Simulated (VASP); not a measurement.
A run of VASP 6.6.1 is set up as follows.

The input INCAR:

```
PREC = Accurate
ENCUT = 900
EDIFF = 1E-6
ISMEAR = 0
SIGMA = 0.1
LREAL = False
LASPH = True
NELM = 80
ALGO = Fast
ISIF = 2
LWAVE = False
LCHARG = False
GGA = PS
```

Contents of KPOINTS:

```
Automatic mesh
0
Gamma
  16 16 16
```

File POSCAR:

```
HfC
1.0
    0.0000000000      2.3024500000      2.3024500000
    2.3024500000      0.0000000000      2.3024500000
    2.3024500000      2.3024500000      0.0000000000
Hf C
1 1
Direct
    0.0000000000      0.0000000000      0.0000000000
    0.5000000000      0.5000000000      0.5000000000
```

Potentials or basis: VASP PAW PBE potentials, release 64 (Hf_pv, C_h).

Command:

```bash
$ cat potpaw_PBE.64/Hf_pv/POTCAR potpaw_PBE.64/C_h/POTCAR > POTCAR
$ mpirun -np 1 vasp_std > vasp.out
```

(1) Predict the band gap on the k mesh.

(2) Estimate the pressure.

Results:

(1) none (metal or under the smearing width).

(2) -0.1 GPa.

Caveat: the cutoff is under 1.25 times the usual one of these potentials, so pressure, stress and relaxed cells hold a basis-set (Pulay) error; the PAW data sets were made with another functional, which shifts forces and pressure a little.
